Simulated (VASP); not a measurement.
# AgBr (Fm-3m) in VASP: notebook

One crystal, AgBr, is run at these levels: LDA; tasks: single point, relaxation of cell and atoms.

All numbers are computed with VASP 6.6.1; they aren't measurements. Logs are shortened: lines on timing, memory, paths and dates and some standing lists are left out, and cuts for length are marked.

**1. Starting point**

Symmetry: Fm-3m, No. 225, cubic system. Conventional cell: a = 5.843 Å, b = 5.843 Å, c = 5.843 Å, α = 90.00°, β = 90.00°, γ = 90.00°. Ag (site symmetry m-3m) has 6 Br at 2.92 Å as nearest neighbours. Br (site symmetry m-3m) is surrounded by 6 Ag at 2.92 Å.

**2. Single point, LDA (relaxed again under DFT LDA, scalar-relativistic, plane waves, PAW)**

Contents of INCAR:

```
SYSTEM = AgBr
ALGO = Normal
EDIFF = 1E-6
ENCUT = 520
GGA = CA
ISIF = 2
ISMEAR = 0
LASPH = .TRUE.
LCHARG = .FALSE.
LREAL = .FALSE.
LWAVE = .FALSE.
NBANDS = 16
NELM = 100
PREC = Accurate
SIGMA = 0.02
```

Contents of KPOINTS:

```
k-points
0
G
  8 8 8
  0 0 0
```

Contents of POSCAR:

```
AgBr
1.0
    0.0000000000      2.7920724443      2.7920724443
    2.7920724443      0.0000000000      2.7920724443
    2.7920724443      2.7920724443      0.0000000000
Ag Br
1 1
Direct
    0.0000000000      0.0000000000      0.0000000000
    0.5000000000      0.5000000000      0.5000000000
```

Potentials or basis: VASP PAW LDA potentials, release 64 (Ag, Br).

On the command line:

```
> cat potpaw_LDA.64/Ag/POTCAR potpaw_LDA.64/Br/POTCAR > POTCAR
> mpirun -np 1 vasp_std > vasp.out
```

OUTCAR:

```text
SYSTEM = AgBr
   EDIFF = 1E-6
   ENCUT = 520
   GGA = CA
   ISIF = 2
   ISMEAR = 0
   LASPH = .TRUE.
   LREAL = .FALSE.
   NELM = 100
   PREC = Accurate

 ion  position               nearest neighbor table
   1  0.000  0.000  0.000-   2 2.79   2 2.79   2 2.79   2 2.79   2 2.79   2 2.79
   2  0.500  0.500  0.500-   1 2.79   1 2.79   1 2.79   1 2.79   1 2.79   1 2.79

  LATTYP: Found a face centered cubic cell.
 ALAT       =     5.5841448886

  Lattice vectors:

 A1 = (   0.0000000000,   2.7920724443,   2.7920724443)
 A2 = (   2.7920724443,   0.0000000000,   2.7920724443)
 A3 = (   2.7920724443,   2.7920724443,   0.0000000000)

Analysis of symmetry for initial positions (statically):
=====================================================================
 Subroutine PRICEL returns:
 Original cell was already a primitive cell.

 Routine SETGRP: Setting up the symmetry group for a
 face centered cubic supercell.

 Subroutine GETGRP returns: Found 48 space group operations
 (whereof 48 operations were pure point group operations)
 out of a pool of 48 trial point group operations.

The static configuration has the point symmetry O_h .

Analysis of symmetry for dynamics (positions and initial velocities):
=====================================================================
 Subroutine PRICEL returns:
 Original cell was already a primitive cell.

 Routine SETGRP: Setting up the symmetry group for a
 face centered cubic supercell.

 Subroutine GETGRP returns: Found 48 space group operations
 (whereof 48 operations were pure point group operations)
 out of a pool of 48 trial point group operations.

The dynamic configuration has the point symmetry O_h .

 Subroutine INISYM returns: Found 48 space group operations
 (whereof 48 operations are pure point group operations),
 and found     1 'primitive' translations

----------------------------------------------------------------------------------------

                                     Primitive cell

  volume of cell :      43.5321

  direct lattice vectors                    reciprocal lattice vectors
     0.000000000  2.792072444  2.792072444    -0.179078448  0.179078448  0.179078448
     2.792072444  0.000000000  2.792072444     0.179078448 -0.179078448  0.179078448
     2.792072444  2.792072444  0.000000000     0.179078448  0.179078448 -0.179078448

  length of vectors
     3.948586718  3.948586718  3.948586718     0.310172970  0.310172970  0.310172970

  position of ions in fractional coordinates (direct lattice)
     0.000000000  0.000000000  0.000000000
     0.500000000  0.500000000  0.500000000

  ion indices of the primitive-cell ions
   primitive index   ion index
                 1           1
                 2           2

----------------------------------------------------------------------------------------

 KPOINTS: k-points

Automatic generation of k-mesh.
 Grid dimensions read from file:
 generate k-points for:    8    8    8

 Generating k-lattice:

  Cartesian coordinates                     Fractional coordinates (reciprocal lattice)
    -0.022384806  0.022384806  0.022384806     0.125000000  0.000000000  0.000000000
     0.022384806 -0.022384806  0.022384806     0.000000000  0.125000000  0.000000000
     0.022384806  0.022384806 -0.022384806     0.000000000  0.000000000  0.125000000

  Length of vectors
     0.038771621  0.038771621  0.038771621

  Shift w.r.t. Gamma in fractional coordinates (k-lattice)
     0.000000000  0.000000000  0.000000000

 Subroutine IBZKPT returns following result:
 ===========================================

 Found     29 irreducible k-points:

 Following reciprocal coordinates:
            Coordinates               Weight
  0.000000  0.000000  0.000000      1.000000
  0.125000  0.000000  0.000000      8.000000
  0.250000  0.000000  0.000000      8.000000
  0.375000  0.000000  0.000000      8.000000
  0.500000  0.000000  0.000000      4.000000
  0.125000  0.125000  0.000000      6.000000
[... 16 lines left out ...]
  0.500000  0.250000  0.125000     48.000000
 -0.375000  0.250000  0.125000     24.000000
 [... further k-points ...]
   k-points           NKPTS =     29   k-points in BZ     NKDIM =     29   number of bands    NBANDS=     16
   number of dos      NEDOS =    301   number of ions     NIONS =      2
   total plane-waves  NPLWV =  27000
   dimension x,y,z NGX =    30 NGY =   30 NGZ =   30
   dimension x,y,z NGXF=    60 NGYF=   60 NGZF=   60
   ions per type =               1   1
   NGX,Y,Z   is equivalent  to a cutoff of  12.63, 12.63, 12.63 a.u.
   NGXF,Y,Z  is equivalent  to a cutoff of  25.26, 25.26, 25.26 a.u.
 SYSTEM =  AgBr
   PREC   = accura    normal or accurate (medium, high low for compatibility)
   ISTART =      0    job   : 0-new  1-cont  2-samecut
   ICHARG =      2    charge: 1-file 2-atom 10-const
   ISPIN  =      1    spin polarized calculation?
   LNONCOLLINEAR =      F non collinear calculations
   LSORBIT =      F    spin-orbit coupling
   LASPH  =      T    aspherical Exc in radial PAW
   ENCUT  =  520.0 eV  38.22 Ry    6.18 a.u.   7.34  7.34  7.34*2*pi/ulx,y,z
   NELM   =    100;   NELMIN=  2; NELMDL= -5     # of ELM steps
   EDIFF  = 0.1E-05   stopping-criterion for ELM
   LREAL  =      F    real-space projection
   EDIFFG = 0.1E-04   stopping-criterion for IOM
   NSW    =      0    number of steps for IOM
   IBRION =     -1    ionic relax: 0-MD 1-quasi-New 2-CG
   NFREE  =      0    steps in history (QN), initial steepest desc. (CG)
   ISIF   =      2    stress and relaxation
   ISYM   =      2    0-nonsym 1-usesym 2-fastsym
   POTIM  = 0.5000    time-step for ionic-motion
   TEBEG  =    0.0;   TEEND  =   0.0 temperature during run
   PSTRESS=    0.0 pullay stress
   NELECT =      18.0000    total number of electrons
   NUPDOWN=      -1.0000    fix difference up-down
   EMIN   =  10.00;   EMAX   =-10.00  energy-range for DOS
   EFERMI =   0.00;   METHOD = LEGACY
   ISMEAR =     0;   SIGMA  =   0.02  broadening in eV -4-tet -1-fermi 0-gaus
   EFERMI_NEDOS =   21; number of points for ismear=-14 and -15
   IALGO  =     38    algorithm
   IMIX   =      4    mixing-type and parameters
     AMIX     =   0.40;   BMIX     =  1.00
     AMIX_MAG =   1.60;   BMIX_MAG =  1.00
  volume/ion in A,a.u.               =      21.77       146.88
  Fermi-wavevector in a.u.,A,eV,Ry     =   1.219632  2.304771 20.238713  1.487503
  Thomas-Fermi vector in A             =   2.354878
   LORBIT       =      0    0 simple, 1 ext, 2 COOP (PROOUT), +10 PAW based schemes
   GGA     = CA    functional components
   LHFCALC =     F    Hartree Fock is set to
   AEXX    =    0.0000 exact exchange contribution
   IVDW    =     0    specifies the selected vdW correction
   LEPSILON=     F    determine dielectric tensor
   LRPA    =     F    only Hartree local field effects (RPA)
 non-spin polarized calculation
 Gauss-broadening in eV      SIGMA  =   0.02
  energy-cutoff  :      520.00
  volume of cell :       43.53
 maximum number of plane-waves:      1211
 NGX is ok and might be reduce to    30
   NGX = 15   NGY = 15   NGZ = 15

 number of electron      18.0000002 magnetization

 Free energy of the ion-electron system (eV)
  ---------------------------------------------------
  ext. energy  EPLUGINS =         0.00000000
  ---------------------------------------------------
  free energy    TOTEN  =        -6.41210859 eV

  energy without entropy =       -6.41210859  energy(sigma->0) =       -6.41210859

 E-fermi :   4.7540     XC(G=0): -10.6838

 val. band max:        4.5808966353   @ k =   0.5000   0.0000   0.0000
 cond. band min:       4.9979800721   @ k =   0.0000   0.0000   0.0000
 fundamental gap:      0.4170834368
 Fermi energy:         4.7539970071

 k-point     1 :       0.0000    0.0000    0.0000
  band No.  band energies     occupation
      1     -11.0870      2.00000
      2       1.3211      2.00000
      3       1.3211      2.00000
      4       1.3211      2.00000
      5       1.3236      2.00000
      6       1.3236      2.00000
[... 8 lines left out ...]
     15      16.4504      0.00000
     16      16.4504      0.00000

 k-point     2 :       0.1250    0.0000    0.0000
  band No.  band energies     occupation
      1     -11.0096      2.00000
      2       0.8811      2.00000
      3       0.8811      2.00000
      4       0.9167      2.00000
      5       1.3751      2.00000
      6       1.3751      2.00000
[... 8 lines left out ...]
     15      15.5279      0.00000
     16      15.7614      0.00000

 k-point     3 :       0.2500    0.0000    0.0000
  band No.  band energies     occupation
      1     -10.8122      2.00000
      2      -0.2205      2.00000
      3       0.3052      2.00000
      4       0.3052      2.00000
      5       1.5088      2.00000
      6       1.5088      2.00000
[... 8 lines left out ...]
     15      15.9189      0.00000
     16      15.9189      0.00000

 k-point     4 :       0.3750    0.0000    0.0000
  band No.  band energies     occupation
      1     -10.5974      2.00000
      2      -1.1539      2.00000
      3      -0.0803      2.00000
      4      -0.0803      2.00000
      5       1.6488      2.00000
      6       1.6488      2.00000
[... 8 lines left out ...]
     15      16.9767      0.00000
     16      16.9767      0.00000
[... 324 lines left out ...]
 k-point    22 :       0.3750    0.2500    0.1250
  band No.  band energies     occupation
      1     -10.6888      2.00000
      2      -0.6675      2.00000
      3       0.2404      2.00000
      4       0.6181      2.00000
      5       1.4464      2.00000
      6       1.6185      2.00000
[... 8 lines left out ...]
     15      18.1280      0.00000
     16      18.6828      0.00000

 k-point    23 :       0.5000    0.2500    0.1250
  band No.  band energies     occupation
      1     -10.5336      2.00000
      2      -0.9324      2.00000
      3      -0.0798      2.00000
      4       0.1934      2.00000
      5       1.5639      2.00000
      6       1.7151      2.00000
[... 8 lines left out ...]
     15      18.4489      0.00000
     16      18.7562      0.00000

 k-point    24 :      -0.3750    0.2500    0.1250
  band No.  band energies     occupation
      1     -10.4666      2.00000
      2      -1.0226      2.00000
      3      -0.1371      2.00000
      4      -0.0804      2.00000
      5       1.6499      2.00000
      6       1.7160      2.00000
[... 8 lines left out ...]
     15      17.3208      0.00000
     16      19.0828      0.00000

 [... further k-points ...]

------------------------ aborting loop because EDIFF is reached ----------------------------------------

  FORCE on cell =-STRESS in cart. coord.  units (eV):
  Direction    XX          YY          ZZ          XY          YZ          ZX
  --------------------------------------------------------------------------------------
  -------------------------------------------------------------------------------------
  Total        0.0205130      0.0205130      0.0205130      0.0000000      0.0000000     -0.0000000
  in kB        0.7549688      0.7549688      0.7549688      0.0000000      0.0000000     -0.0000000
  external PRESSURE =       0.7549688 kB  Pullay stress =       0.0000000 kB

 VOLUME and BASIS-vectors are now :
 -----------------------------------------------------------------------------
  energy-cutoff  :      520.00
  volume of cell :       43.53
      direct lattice vectors                 reciprocal lattice vectors
     0.000000000  2.792072444  2.792072444    -0.179078448  0.179078448  0.179078448
     2.792072444  0.000000000  2.792072444     0.179078448 -0.179078448  0.179078448
     2.792072444  2.792072444  0.000000000     0.179078448  0.179078448 -0.179078448

 POSITION                                       TOTAL-FORCE (eV/Angst)
 -----------------------------------------------------------------------------------
      0.00000      0.00000      0.00000        -0.000000     -0.000000      0.000000
      2.79207      2.79207      2.79207         0.000000      0.000000      0.000000
 -----------------------------------------------------------------------------------
    total drift:                               -0.000000      0.000000      0.000000

  FREE ENERGIE OF THE ION-ELECTRON SYSTEM (eV)
  ---------------------------------------------------
  free  energy   TOTEN  =        -6.4121085905 eV

  energy  without entropy=       -6.4121085905  energy(sigma->0) =       -6.41210859
```

Wall time 7 s (1 thread of Intel Xeon 6975P-C (Granite Rapids), shared host); peak memory 0.15 GiB.

Results:

- Free energy: -6.4121 eV
- Pressure: 0.1 GPa
- Band gap on the k mesh: 0.42 eV, indirect (least direct gap 2.66 eV)

Levels at points of the mesh, in eV from the valence-band top:
| k point | band 6 | band 7 | band 8 | band 9 | band 10 | band 11 | band 12 | band 13 |
| --- | --- | --- | --- | --- | --- | --- | --- | --- |
| (0.00, 0.00, 0.00) | -3.26 | -2.24 | -2.24 | -2.24 | 0.42 | 9.82 | 9.82 | 9.82 |
| (0.50, 0.00, 0.00) | -2.87 | -2.48 | 0.00 | 0.00 | 3.26 | 6.41 | 6.41 | 6.93 |
| (0.50, 0.50, 0.00) | -3.06 | -2.74 | -2.74 | -2.58 | 1.18 | 6.78 | 9.20 | 11.22 |

**3. Relaxation of cell and atoms, LDA**

Contents of INCAR:

```
SYSTEM = AgBr
PREC = Accurate
ENCUT = 600
EDIFF = 1E-6
ISMEAR = 0
SIGMA = 0.02
LREAL = .FALSE.
LASPH = .TRUE.
NELM = 80
ALGO = Fast
ISIF = 3
LWAVE = .FALSE.
LCHARG = .FALSE.
GGA = CA
IBRION = 2
NSW = 70
EDIFFG = -0.005
```

Contents of KPOINTS:

```
regular mesh
0
G
  8 8 8
  0 0 0
```

Contents of POSCAR:

```
AgBr
1.0
    0.0000000000      2.9216612883      2.9216612883
    2.9216612883      0.0000000000      2.9216612883
    2.9216612883      2.9216612883      0.0000000000
Ag Br
1 1
Direct
    0.0000000000      0.0000000000      0.0000000000
    0.5000000000      0.5000000000      0.5000000000
```

Potentials or basis: VASP PAW LDA potentials, release 64 (Ag, Br).

On the command line:

```
> cat potpaw_LDA.64/Ag/POTCAR potpaw_LDA.64/Br/POTCAR > POTCAR
> mpirun -np 1 vasp_std > vasp.out
```

Wall time 22 s (1 thread of Intel Xeon 6975P-C (Granite Rapids), shared host); peak memory 0.19 GiB.

It converged, with:

```
Free energy                            : -6.4129 eV
Relaxed volume                         : 21.80 Å³/atom
Relaxed cell                           : a = 3.950 Å, b = 3.950 Å, c = 3.950 Å, α = 60.00°, β = 60.00°, γ = 60.00°
Space group after relaxing (to 0.05 Å) : Fm-3m (No. 225)
Energy gained by relaxing              : 67.4 meV/atom
Ionic steps                            : 3
Pressure after relaxing                : 0.0 GPa
Band gap on the k mesh                 : 0.42 eV, indirect (least direct gap 2.65 eV)
```

Step by step:
```
step  energy change (eV)  largest force (eV/Å)  pressure (GPa)  volume (Å³)
   1              0.0000                0.0000           -5.98        49.88
   2             -0.1348                0.0000            0.20        43.46
   3             -0.1349                0.0000            0.02        43.59
```

Final structure:
```
CELL_PARAMETERS angstrom
0.00000 2.79336 2.79336
2.79336 0.00000 2.79336
2.79336 2.79336 0.00000
ATOMIC_POSITIONS crystal
Ag 0.00000 0.00000 0.00000
Br 0.50000 0.50000 0.50000
```

Levels at points of the mesh, in eV from the valence-band top:
| k point | band 7 | band 8 | band 9 | band 10 | band 11 | band 12 |
| --- | --- | --- | --- | --- | --- | --- |
| (0.00, 0.00, 0.00) | -2.23 | -2.23 | -2.23 | 0.42 | 9.82 | 9.82 |
| (0.50, 0.00, 0.00) | -2.48 | 0.00 | 0.00 | 3.27 | 6.41 | 6.41 |
| (0.50, 0.50, 0.00) | -2.74 | -2.74 | -2.58 | 1.19 | 6.79 | 9.19 |

A k mesh can miss the band edges. As with any semilocal functional, this LDA gap is likely too small.
